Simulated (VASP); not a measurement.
**CaSe: single point with PBE**

CaSe:

```
Ca Se
1.0
     5.00560    0.00000    0.00000
    -2.50280    4.33497    0.00000
     0.00000    0.00000    5.87573
Ca Se
2 2
Direct
  0.33333 0.66667 0.93750
  0.66667 0.33333 0.43750
  0.33333 0.66667 0.43750
  0.66667 0.33333 0.93750
```

The cell was built by a generator and needn't be a form met in nature.

```
Program                : VASP 6.6.1
Task                   : single point
Functional             : PBE
Potentials or basis    : VASP PAW PBE potentials, release 64 (Ca_sv, Se)
Cutoff                 : 520 eV
k mesh                 : 6 × 6 × 4
Occupations            : gaussian, width 0.01 eV
Spin                   : no spin polarisation
Dipole correction      : no
Further INCAR settings : ALGO = Normal; EDIFF = 1e-06; NBANDS = 24
```

- Pressure: 0.6 GPa
- Band gap on the k mesh: 2.44 eV, indirect (least direct gap 2.57 eV)

Levels at points of the mesh, in eV from the valence-band top:
| k point | band 12 | band 13 | band 14 | band 15 | band 16 | band 17 | band 18 | band 19 | band 20 | band 21 |
| --- | --- | --- | --- | --- | --- | --- | --- | --- | --- | --- |
| (0.00, 0.00, 0.00) | -1.56 | -1.56 | -1.06 | -1.06 | 0.00 | 2.57 | 3.55 | 3.55 | 4.35 | 4.93 |
| (0.50, 0.00, 0.00) | -1.61 | -1.58 | -1.46 | -1.01 | -0.51 | 3.04 | 3.28 | 3.71 | 4.53 | 4.58 |
| (0.00, 0.00, 0.50) | -1.95 | -1.40 | -1.40 | -1.40 | -1.40 | 3.76 | 3.76 | 4.96 | 4.96 | 4.96 |
| (0.50, 0.00, 0.50) | -2.67 | -1.23 | -1.23 | -1.06 | -1.06 | 3.60 | 3.60 | 4.65 | 4.65 | 5.21 |

It took 77 s on 1 thread of Intel(R) Xeon(R) Platinum 8488C (Sapphire Rapids), with other jobs on the host, peak memory 0.28 GiB.

A k mesh can miss the band edges. PBE gaps usually lie below the measured ones, often by a third to a half.
